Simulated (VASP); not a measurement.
A run of VASP 6.6.1 is set up as follows.

File INCAR:

```
PREC = Accurate
ENCUT = 520
EDIFF = 1E-6
ISMEAR = 1
SIGMA = 0.001
LREAL = False
LASPH = True
NELM = 100
ALGO = Normal
ISIF = 2
LWAVE = False
LCHARG = False
GGA = PE
NBANDS = 11
```

Contents of KPOINTS:

```
Automatic mesh
0
Gamma
  8 8 8
```

File POSCAR:

```
BN
1.0
    0.0000000000      1.7458259350      1.7458259350
    1.7458259350      0.0000000000      1.7458259350
    1.7458259350      1.7458259350      0.0000000000
B N
1 1
Direct
    0.0000000000      0.0000000000      0.0000000000
    0.5000000000      0.5000000000      0.5000000000
```

Potentials or basis: VASP PAW PBE potentials, release 64 (B, N).

Command:

```console
$ cat potpaw_PBE.64/B/POTCAR potpaw_PBE.64/N/POTCAR > POTCAR
$ mpirun -np 1 vasp_std > vasp.out
```

**Question.** Predict the band gap on the k mesh.

**Answer.** 1.33 eV, indirect (least direct gap 5.85 eV).

**Question.** Estimate the pressure.

**Answer.** 3.8 GPa.

A k mesh can miss the band edges. A hybrid or GW would open this gap; PBE tends to underestimate it.
